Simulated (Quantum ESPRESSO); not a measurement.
# FeSi2 (Linzhiite) (P4/mmm) in Quantum ESPRESSO: notebook

The runs below take FeSi2 (Linzhiite) through single point, equation of state, with PBEsol.

Program: Quantum ESPRESSO 7.5. These are calculated values, not measurements. Logs are shortened: lines on timing, memory, paths and dates and some standing lists are left out, and cuts for length are marked.

## (1) Starting point

It takes space group P4/mmm (No. 123, tetragonal). The conventional cell has a = 2.684 Å, b = 2.684 Å, c = 5.128 Å, α = 90.00°, β = 90.00°, γ = 90.00°. Fe (site symmetry 4/mmm) is surrounded by 8 Si at 2.35 Å and 4 Fe at 2.68 Å. Around Si (site symmetry 4mm) lie 4 Fe at 2.35 Å and 5 Si at 2.36 to 2.68 Å.

## (2) Single point, PBEsol, collinear spin, ferromagnetic start, 11.57 Å³/atom

The input, pw.in:

```
&CONTROL
  calculation = 'scf'
  prefix = 'pwscf'
  outdir = './tmp'
  pseudo_dir = './pseudo'
  tstress = .true.
  disk_io = 'nowf'
/
&SYSTEM
  ibrav = 0
  nat = 3
  ntyp = 2
  ecutwfc = 56
  ecutrho = 448
  nbnd = 22
  occupations = 'smearing'
  smearing = 'fd'
  degauss = 0.00367493
  nspin = 2
  starting_magnetization(1) = 0.1875
  starting_magnetization(2) = 0
/
&ELECTRONS
  conv_thr = 6d-10
  electron_maxstep = 120
  mixing_beta = 0.3
/
ATOMIC_SPECIES
Fe    55.8450 fe_pbesol_v1.5.uspp.F.UPF
Si    28.0850 si_pbesol_v1.uspp.F.UPF
CELL_PARAMETERS angstrom
   2.6292091158    0.0000000000    0.0000000000
   0.0000000000    2.6292091158    0.0000000000
   0.0000000000    0.0000000000    5.0233175655
ATOMIC_POSITIONS crystal
Fe     0.0000000000    0.0000000000    0.0000000000
Si     0.5000000000    0.5000000000    0.7300000000
Si     0.5000000000    0.5000000000    0.2700000000
K_POINTS automatic
10 10 5 0 0 0
```

Potentials or basis: GBRV 1.5 PBEsol.

Command:

```sh
$ OMP_NUM_THREADS=1 mpirun -n 2 pw.x -nk 2 -in pw.in > pw.out
```

pw.out:

```text
This program is part of the open-source Quantum ESPRESSO suite
     for quantum simulation of materials; please cite
         "P. Giannozzi et al., J. Phys.:Condens. Matter 21 395502 (2009);
         "P. Giannozzi et al., J. Phys.:Condens. Matter 29 465901 (2017);
         "P. Giannozzi et al., J. Chem. Phys. 152 154105 (2020);
     in publications or presentations arising from this work. More details at

     Message from routine setup:
     using ibrav=0 with symmetry is DISCOURAGED, use correct ibrav instead

     K-points division:     npool     =       2
     Subspace diagonalization in iterative solution of the eigenvalue problem:
     a serial algorithm will be used

     G-vector sticks info
     --------------------
     sticks:   dense  smooth     PW     G-vecs:    dense   smooth      PW
     Sum         877     437    137                37531    13305    2369

     Using Slab Decomposition

     bravais-lattice index     =            0
     lattice parameter (alat)  =       4.9685  a.u.
     unit-cell volume          =     234.3352 (a.u.)^3
     number of atoms/cell      =            3
     number of atomic types    =            2
     number of electrons       =        24.00
     number of Kohn-Sham states=           22
     kinetic-energy cutoff     =      56.0000  Ry
     charge density cutoff     =     448.0000  Ry
     scf convergence threshold =      6.0E-10
     mixing beta               =       0.3000
     number of iterations used =            8  plain     mixing
     Exchange-correlation= SLA  PW   PSX  PSC
                           (   1   4  10   8   0   0   0)

     celldm(1)=   4.968485  celldm(2)=   0.000000  celldm(3)=   0.000000
     celldm(4)=   0.000000  celldm(5)=   0.000000  celldm(6)=   0.000000

     crystal axes: (cart. coord. in units of alat)
               a(1) = (   1.000000   0.000000   0.000000 )
               a(2) = (   0.000000   1.000000   0.000000 )
               a(3) = (   0.000000   0.000000   1.910581 )

     reciprocal axes: (cart. coord. in units 2 pi/alat)
               b(1) = (  1.000000  0.000000  0.000000 )
               b(2) = (  0.000000  1.000000  0.000000 )
               b(3) = (  0.000000  0.000000  0.523401 )

     PseudoPot. # 1 for Fe read from file:
     fe_pbesol_v1.5.uspp.F.UPF
     Pseudo is Ultrasoft + core correction, Zval = 16.0
     Generated by new atomic code, or converted to UPF format
     Using radial grid of  861 points,  6 beta functions with:
                l(1) =   0
                l(2) =   0
                l(3) =   1
                l(4) =   1
                l(5) =   2
                l(6) =   2
     Q(r) pseudized with  8 coefficients,  rinner =    1.000   1.000   1.000
                                                       1.000   1.000

     PseudoPot. # 2 for Si read from file:
     si_pbesol_v1.uspp.F.UPF
     Pseudo is Ultrasoft + core correction, Zval =  4.0
     Generated by new atomic code, or converted to UPF format
     Using radial grid of  899 points,  6 beta functions with:
                l(1) =   0
                l(2) =   0
                l(3) =   1
                l(4) =   1
                l(5) =   2
                l(6) =   2
     Q(r) pseudized with  8 coefficients,  rinner =    0.900   0.900   0.900
                                                       0.900   0.900

     atomic species   valence    mass     pseudopotential
     Fe               16.00    55.84500     Fe( 1.00)
     Si                4.00    28.08500     Si( 1.00)

     Starting magnetic structure
     atomic species   magnetization
     Fe              0.188
     Si              0.000

     16 Sym. Ops., with inversion, found

   Cartesian axes

     site n.     atom                  positions (alat units)
         1        Fe     tau(   1) = (   0.0000000   0.0000000   0.0000000  )
         2        Si     tau(   2) = (   0.5000000   0.5000000   1.3947243  )
         3        Si     tau(   3) = (   0.5000000   0.5000000   0.5158569  )

     number of k points=    63  Fermi-Dirac smearing, width (Ry)=  0.0037
                       cart. coord. in units 2pi/alat
        k(    1) = (   0.0000000   0.0000000   0.0000000), wk =   0.0020000
        k(    2) = (   0.0000000   0.0000000   0.1046802), wk =   0.0040000
        k(    3) = (   0.0000000   0.0000000   0.2093604), wk =   0.0040000
        k(    4) = (   0.0000000   0.1000000   0.0000000), wk =   0.0080000
        k(    5) = (   0.0000000   0.1000000   0.1046802), wk =   0.0160000
        k(    6) = (   0.0000000   0.1000000   0.2093604), wk =   0.0160000
[... 55 lines left out ...]
        k(   62) = (  -0.5000000  -0.5000000   0.1046802), wk =   0.0040000
        k(   63) = (  -0.5000000  -0.5000000   0.2093604), wk =   0.0040000

     Dense  grid:    37531 G-vectors     FFT dimensions: (  36,  36,  64)

     Smooth grid:    13305 G-vectors     FFT dimensions: (  24,  24,  45)

     Check: negative core charge=   -0.000013
[... 56 lines left out ...]
     estimated scf accuracy    <       0.01173553 Ry

     total magnetization       =     0.19 Bohr mag/cell
     absolute magnetization    =     0.52 Bohr mag/cell

     iteration #  6     ecut=    56.00 Ry     beta= 0.30
     Davidson diagonalization with overlap
     ethr =  4.89E-05,  avg # of iterations =  1.8

     total energy              =    -269.42084329 Ry
     estimated scf accuracy    <       0.00834453 Ry

     total magnetization       =     0.16 Bohr mag/cell
     absolute magnetization    =     0.34 Bohr mag/cell

     iteration #  7     ecut=    56.00 Ry     beta= 0.30
     Davidson diagonalization with overlap
     ethr =  3.48E-05,  avg # of iterations =  1.3

     total energy              =    -269.42189312 Ry
     estimated scf accuracy    <       0.00020857 Ry

     total magnetization       =     0.13 Bohr mag/cell
     absolute magnetization    =     0.23 Bohr mag/cell

     iteration #  8     ecut=    56.00 Ry     beta= 0.30
     Davidson diagonalization with overlap
     ethr =  8.69E-07,  avg # of iterations =  3.6

     total energy              =    -269.42224046 Ry
     estimated scf accuracy    <       0.00017065 Ry

     total magnetization       =     0.08 Bohr mag/cell
     absolute magnetization    =     0.12 Bohr mag/cell

     iteration #  9     ecut=    56.00 Ry     beta= 0.30
     Davidson diagonalization with overlap
     ethr =  7.11E-07,  avg # of iterations =  1.3

     total energy              =    -269.42226920 Ry
     estimated scf accuracy    <       0.00003483 Ry

     total magnetization       =     0.07 Bohr mag/cell
     absolute magnetization    =     0.10 Bohr mag/cell

     iteration # 10     ecut=    56.00 Ry     beta= 0.30
     Davidson diagonalization with overlap
     ethr =  1.45E-07,  avg # of iterations =  2.0

     total energy              =    -269.42229095 Ry
     estimated scf accuracy    <       0.00002106 Ry

     total magnetization       =     0.05 Bohr mag/cell
     absolute magnetization    =     0.07 Bohr mag/cell

     iteration # 11     ecut=    56.00 Ry     beta= 0.30
     Davidson diagonalization with overlap
     ethr =  8.78E-08,  avg # of iterations =  1.8

     total energy              =    -269.42228832 Ry
     estimated scf accuracy    <       0.00000201 Ry

     total magnetization       =     0.03 Bohr mag/cell
     absolute magnetization    =     0.04 Bohr mag/cell

     iteration # 12     ecut=    56.00 Ry     beta= 0.30
     Davidson diagonalization with overlap
     ethr =  8.39E-09,  avg # of iterations =  3.1

     total energy              =    -269.42230417 Ry
     estimated scf accuracy    <       0.00000080 Ry

     total magnetization       =     0.01 Bohr mag/cell
     absolute magnetization    =     0.01 Bohr mag/cell

     iteration # 13     ecut=    56.00 Ry     beta= 0.30
     Davidson diagonalization with overlap
     ethr =  3.33E-09,  avg # of iterations =  3.0

     total energy              =    -269.42232033 Ry
     estimated scf accuracy    <       0.00000046 Ry

     total magnetization       =    -0.01 Bohr mag/cell
     absolute magnetization    =     0.02 Bohr mag/cell

     iteration # 14     ecut=    56.00 Ry     beta= 0.30
     Davidson diagonalization with overlap
     ethr =  1.90E-09,  avg # of iterations =  2.0

     total energy              =    -269.42231859 Ry
     estimated scf accuracy    <       0.00000019 Ry

     total magnetization       =    -0.01 Bohr mag/cell
     absolute magnetization    =     0.01 Bohr mag/cell

     iteration # 15     ecut=    56.00 Ry     beta= 0.30
     Davidson diagonalization with overlap
     ethr =  8.05E-10,  avg # of iterations =  3.0

     total energy              =    -269.42232165 Ry
     estimated scf accuracy    <       0.00000003 Ry

     total magnetization       =    -0.00 Bohr mag/cell
     absolute magnetization    =     0.00 Bohr mag/cell

     iteration # 16     ecut=    56.00 Ry     beta= 0.30
     Davidson diagonalization with overlap
     ethr =  1.34E-10,  avg # of iterations =  1.9

     total energy              =    -269.42232160 Ry
     estimated scf accuracy    <          5.8E-09 Ry

     total magnetization       =    -0.00 Bohr mag/cell
     absolute magnetization    =     0.00 Bohr mag/cell

     iteration # 17     ecut=    56.00 Ry     beta= 0.30
     Davidson diagonalization with overlap
     ethr =  2.42E-11,  avg # of iterations =  3.1

     Magnetic moment per site  (integrated on atomic sphere of radius R)
     atom   1 (R=0.361)  charge= 14.3855  magn= -0.0001
     atom   2 (R=0.361)  charge=  1.7994  magn=  0.0000
     atom   3 (R=0.361)  charge=  1.7994  magn=  0.0000

     End of self-consistent calculation

     Number of k-points >= 100: set verbosity='high' to print the bands.

     the Fermi energy is    15.2016 ev

!    total energy              =    -269.42232171 Ry
     estimated scf accuracy    <          5.6E-10 Ry
     smearing contrib. (-TS)   =      -0.00070850 Ry
     internal energy E=F+TS    =    -269.42161321 Ry

     The total energy is F=E-TS. E is the sum of the following terms:
     one-electron contribution =    -206.72732231 Ry
     hartree contribution      =     116.95189051 Ry
     xc contribution           =     -37.98114735 Ry
     ewald contribution        =    -141.66503406 Ry

     total magnetization       =    -0.00 Bohr mag/cell
     absolute magnetization    =     0.00 Bohr mag/cell

     convergence has been achieved in  17 iterations

     Computing stress (Cartesian axis) and pressure

          total   stress  (Ry/bohr**3)                   (kbar)     P=      123.85
   0.00083903   0.00000000   0.00000000          123.43        0.00        0.00
   0.00000000   0.00083903   0.00000000            0.00      123.43        0.00
   0.00000000   0.00000000   0.00084774            0.00        0.00      124.71

=------------------------------------------------------------------------------=
   JOB DONE.
=------------------------------------------------------------------------------=
```

Wall time 29 s (2 MPI ranks of AMD EPYC 9R45 (Zen 5), shared host); peak memory 0.34 GiB.

What came out:

```yaml
Free_energy: -3665.6774 eV
Pressure: 12.4 GPa
Band_gap_on_the_k_mesh: none (metal or under the smearing width)
Net_moment: 0.00 μB per cell
Absolute_moment: 0.00 μB per cell
Valence_electrons_inside_the_program's_atomic_spheres: Fe 14.39; Si 1.80
```

Caveat: the starting moments collapsed, and a magnetic state may lie lower.

## (3) Single point, PBEsol, collinear spin, ferromagnetic start, 11.82 Å³/atom

pw.in, as its differences from that of step 2:

```diff
@@ -31,5 +31,5 @@
 CELL_PARAMETERS angstrom
-   2.6292091158    0.0000000000    0.0000000000
-   0.0000000000    2.6292091158    0.0000000000
-   0.0000000000    0.0000000000    5.0233175655
+   2.6477252830    0.0000000000    0.0000000000
+   0.0000000000    2.6477252830    0.0000000000
+   0.0000000000    0.0000000000    5.0586942069
 ATOMIC_POSITIONS crystal
```

Potentials or basis: GBRV 1.5 PBEsol.

Command:

```sh
$ OMP_NUM_THREADS=1 mpirun -n 2 pw.x -nk 2 -in pw.in > pw.out
```

Run time: 31 s. Hardware: 2 MPI ranks of AMD EPYC 9R45 (Zen 5), shared host; peak memory 0.34 GiB.

Results (log left out):

```yaml
Free_energy: -3665.7224 eV
Pressure: 7.2 GPa
Band_gap_on_the_k_mesh: none (metal or under the smearing width)
Net_moment: 0.00 μB per cell
Absolute_moment: 0.00 μB per cell
Valence_electrons_inside_the_program's_atomic_spheres: Fe 14.40; Si 1.81
```

Caveat: the starting moments collapsed, and a magnetic state may lie lower.

## (4) Single point, PBEsol, collinear spin, ferromagnetic start, 12.07 Å³/atom

pw.in, as its differences from that of step 3:

```diff
@@ -31,5 +31,5 @@
 CELL_PARAMETERS angstrom
-   2.6477252830    0.0000000000    0.0000000000
-   0.0000000000    2.6477252830    0.0000000000
-   0.0000000000    0.0000000000    5.0586942069
+   2.6659860344    0.0000000000    0.0000000000
+   0.0000000000    2.6659860344    0.0000000000
+   0.0000000000    0.0000000000    5.0935828556
 ATOMIC_POSITIONS crystal
```

Command:

```sh
$ OMP_NUM_THREADS=1 mpirun -n 2 pw.x -nk 2 -in pw.in > pw.out
```

It took 32 s on 2 MPI ranks of AMD EPYC 9R45 (Zen 5), shared host; peak memory 0.34 GiB.

It converged, with:

* Free energy: -3665.7446 eV
* Pressure: 2.5 GPa
* Band gap on the k mesh: none (metal or under the smearing width)
* Net moment: 0.00 μB per cell
* Absolute moment: 0.00 μB per cell
* Valence electrons inside the program's atomic spheres: Fe 14.42; Si 1.83

Caveat: the starting moments collapsed, and a magnetic state may lie lower.

## (5) Single point, PBEsol, collinear spin, ferromagnetic start, 12.31 Å³/atom

pw.in, as its differences from that of step 4:

```diff
@@ -31,5 +31,5 @@
 CELL_PARAMETERS angstrom
-   2.6659860344    0.0000000000    0.0000000000
-   0.0000000000    2.6659860344    0.0000000000
-   0.0000000000    0.0000000000    5.0935828556
+   2.6840000000    0.0000000000    0.0000000000
+   0.0000000000    2.6840000000    0.0000000000
+   0.0000000000    0.0000000000    5.1280000000
 ATOMIC_POSITIONS crystal
```

Command:

```sh
$ OMP_NUM_THREADS=1 mpirun -n 2 pw.x -nk 2 -in pw.in > pw.out
```

Run time: 34 s. Hardware: 2 MPI ranks of AMD EPYC 9R45 (Zen 5), shared host; peak memory 0.34 GiB.

It converged, with:

```
Free energy                                           : -3665.7466 eV
Pressure                                              : -1.6 GPa
Band gap on the k mesh                                : none (metal or under the smearing width)
Net moment                                            : 0.00 μB per cell
Absolute moment                                       : 0.00 μB per cell
Valence electrons inside the program's atomic spheres : Fe 14.44; Si 1.84
```

Caveat: the starting moments collapsed, and a magnetic state may lie lower.

## (6) Single point, PBEsol, collinear spin, ferromagnetic start, 12.56 Å³/atom

pw.in, as its differences from that of step 5:

```diff
@@ -31,5 +31,5 @@
 CELL_PARAMETERS angstrom
-   2.6840000000    0.0000000000    0.0000000000
-   0.0000000000    2.6840000000    0.0000000000
-   0.0000000000    0.0000000000    5.1280000000
+   2.7017753525    0.0000000000    0.0000000000
+   0.0000000000    2.7017753525    0.0000000000
+   0.0000000000    0.0000000000    5.1619612546
 ATOMIC_POSITIONS crystal
```

Potentials or basis: GBRV 1.5 PBEsol.

Command:

```sh
$ OMP_NUM_THREADS=1 mpirun -n 2 pw.x -nk 2 -in pw.in > pw.out
```

It took 36 s on 2 MPI ranks of AMD EPYC 9R45 (Zen 5), shared host; peak memory 0.34 GiB.

It converged, with:

* Free energy: -3665.7303 eV
* Pressure: -5.4 GPa
* Band gap on the k mesh: none (metal or under the smearing width)
* Net moment: 0.00 μB per cell
* Absolute moment: 0.00 μB per cell
* Valence electrons inside the program's atomic spheres: Fe 14.45; Si 1.86

Caveat: the starting moments collapsed, and a magnetic state may lie lower.

## (7) Single point, PBEsol, collinear spin, ferromagnetic start, 12.81 Å³/atom

pw.in, as its differences from that of step 6:

```diff
@@ -31,5 +31,5 @@
 CELL_PARAMETERS angstrom
-   2.7017753525    0.0000000000    0.0000000000
-   0.0000000000    2.7017753525    0.0000000000
-   0.0000000000    0.0000000000    5.1619612546
+   2.7193198399    0.0000000000    0.0000000000
+   0.0000000000    2.7193198399    0.0000000000
+   0.0000000000    0.0000000000    5.1954814228
 ATOMIC_POSITIONS crystal
```

Command:

```sh
$ OMP_NUM_THREADS=1 mpirun -n 2 pw.x -nk 2 -in pw.in > pw.out
```

It took 45 s on 2 MPI ranks of AMD EPYC 9R45 (Zen 5), shared host; peak memory 0.36 GiB.

Results (log left out):

```
Free energy                                           : -3665.6977 eV
Pressure                                              : -8.7 GPa
Band gap on the k mesh                                : none (metal or under the smearing width)
Net moment                                            : 0.00 μB per cell
Absolute moment                                       : 0.00 μB per cell
Valence electrons inside the program's atomic spheres : Fe 14.47; Si 1.87
```

Caveat: the starting moments collapsed, and a magnetic state may lie lower.

## (8) Single point, PBEsol, collinear spin, ferromagnetic start, 13.05 Å³/atom

pw.in, as its differences from that of step 7:

```diff
@@ -31,5 +31,5 @@
 CELL_PARAMETERS angstrom
-   2.7193198399    0.0000000000    0.0000000000
-   0.0000000000    2.7193198399    0.0000000000
-   0.0000000000    0.0000000000    5.1954814228
+   2.7366408154    0.0000000000    0.0000000000
+   0.0000000000    2.7366408154    0.0000000000
+   0.0000000000    0.0000000000    5.2285745534
 ATOMIC_POSITIONS crystal
```

Command:

```sh
$ OMP_NUM_THREADS=1 mpirun -n 2 pw.x -nk 2 -in pw.in > pw.out
```

Run time: 39 s. Hardware: 2 MPI ranks of AMD EPYC 9R45 (Zen 5), shared host; peak memory 0.36 GiB.

Results (log left out):

- Free energy: -3665.6508 eV
- Pressure: -11.6 GPa
- Band gap on the k mesh: none (metal or under the smearing width)
- Net moment: 0.03 μB per cell
- Absolute moment: 0.04 μB per cell
- Site moments: Fe +0.03; Si -0.00 μB
- Valence electrons inside the program's atomic spheres: Fe 14.48; Si 1.89

Caveat: the starting moments collapsed, and a magnetic state may lie lower.

## (9) Equation of state, PBEsol, collinear spin, ferromagnetic start

Potentials or basis: GBRV 1.5 PBEsol.

No new run: the results of the series are fitted here.

Results:

```
Equilibrium volume                        : 12.21 Å³/atom
Bulk modulus at fixed shape and positions : 204 GPa
Pressure derivative of the bulk modulus   : 4.6
```

Energy against volume, from the lowest point:
```tsv
volume (Å³/atom)	energy (meV/atom)
11.575	23.04
11.821	8.06
12.068	0.64
12.314	0.00
12.560	5.44
12.806	16.30
13.053	31.92
```

Caveat: the cell was scaled at fixed shape and fractional positions, which overstates the stiffness of a crystal with free parameters, most of all of layers and chains.
